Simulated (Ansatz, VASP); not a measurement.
## One calculation of Na3H, two programs

```xyz
4
Lattice="6.1914 0.0000 0.0000 -3.0957 5.3619 0.0000 0.0000 0.0000 3.4531" Properties=species:S:1:pos:R:3 pbc="T T T"
Na    3.0957    0.0000    0.0000
Na   -1.5478    2.6809    0.0000
Na    1.5478    2.6809    0.0000
H     0.0000    0.0000    0.0000
```

Alike in both runs: functional PBE; k mesh 6 × 6 × 4; occupations gaussian, width 0.1 eV; no spin polarisation.

Ansatz relaxed the structure, and its values are those at the end. VASP's run is a single point on that final structure, the one shown.

|  | VASP | Ansatz |
| --- | --- | --- |
| version | VASP 6.6.1 | Ansatz 0.2.0 |
| potentials or method | VASP PAW PBE potentials, release 64 (Na_pv, H) | scalar-relativistic, plane waves, PAW |
| plane-wave cutoff (eV) | 520 | 420 |
| valence electrons in the cell | 22 | 28 |

```tsv
	VASP	Ansatz	Ansatz less VASP
gap on the k mesh at the Fermi level (eV)	none	none	-
pressure (GPa)	0.2	0.2	0.00
```

A gap of «none» marks a metal or a gap that the smearing closes. With one functional, cell and mesh, what is left measures potentials, basis and numerics. The two sets of potentials don't hold the same shells in valence.

Caveats: the k mesh is coarse (spacing up to 0.45 Å⁻¹), so the values aren't converged.
